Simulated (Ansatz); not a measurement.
Does relaxation matter for the field gradients of GaN?

Start: an entry of the Crystallography Open Database (COD), taken as it stands.

```cif
data_structure
_symmetry_space_group_name_H-M 'P 1'
_symmetry_Int_Tables_number 1
_cell_length_a 3.1800
_cell_length_b 3.1800
_cell_length_c 5.1660
_cell_angle_alpha 90.000
_cell_angle_beta 90.000
_cell_angle_gamma 120.000
_cell_volume 45.24
loop_
_atom_site_label
_atom_site_type_symbol
_atom_site_fract_x
_atom_site_fract_y
_atom_site_fract_z
_atom_site_occupancy
Ga1 Ga 0.33333 0.66667 0.00000 1
Ga2 Ga 0.66667 0.33333 0.50000 1
N3 N 0.33333 0.66667 0.38500 1
N4 N 0.66667 0.33333 0.88500 1
```

Sites (sets of like atoms) are named by element and the number of their first atom in this list.

Method: Kohn–Sham DFT in Ansatz, PBE, plane waves and PAW, scalar-relativistic, 420 eV cutoff, Γ-centred 11×11×6 k-points, Fermi–Dirac smearing 0.02 eV.

The largest force at the start is 0.44 eV/Å. Relaxing the ions at fixed cell moves them by 0.020 Å at most (atom 1, Ga) and 0.020 Å rms. End positions:

```
CELL_PARAMETERS angstrom
3.18000 0.00000 0.00000
-1.59000 2.75396 0.00000
0.00000 0.00000 5.16600
ATOMIC_POSITIONS crystal
Ga 0.33333 0.66667 0.00394
Ga 0.66667 0.33333 0.50394
N 0.33333 0.66667 0.38106
N 0.66667 0.33333 0.88106
```

| site | atom | moved (Å) | first shell before | first shell after | V_zz before (10²¹ V/m²) | η before |
| --- | --- | --- | --- | --- | --- | --- |
| Ga | 1 | 0.020 | 4 N at 1.93–1.99 Å | 4 N at 1.94–1.95 Å | 2.87 | 0.00 |
| N | 3 | 0.020 | 4 Ga at 1.93–1.99 Å | 4 Ga at 1.94–1.95 Å | -0.17 | 0.00 |

Question: What are V_zz and η after the relaxation?

Answer: 

| site | atom | V_zz after | η after | change of V_zz |
| --- | --- | --- | --- | --- |
| Ga | 1 | 0.43 | 0.00 | -2.44 |
| N | 3 | 0.023 | 0.00 | +0.19 |

The largest change of V_zz is on Ga, from 2.87 to 0.43. In per cent, |V_zz| changes by -85 on Ga (all sites that start above 0.5). V_zz changes sign on N (same axis).

At this cell the PBE pressure is 7 GPa, so with PBE the cell would grow if it were relaxed.
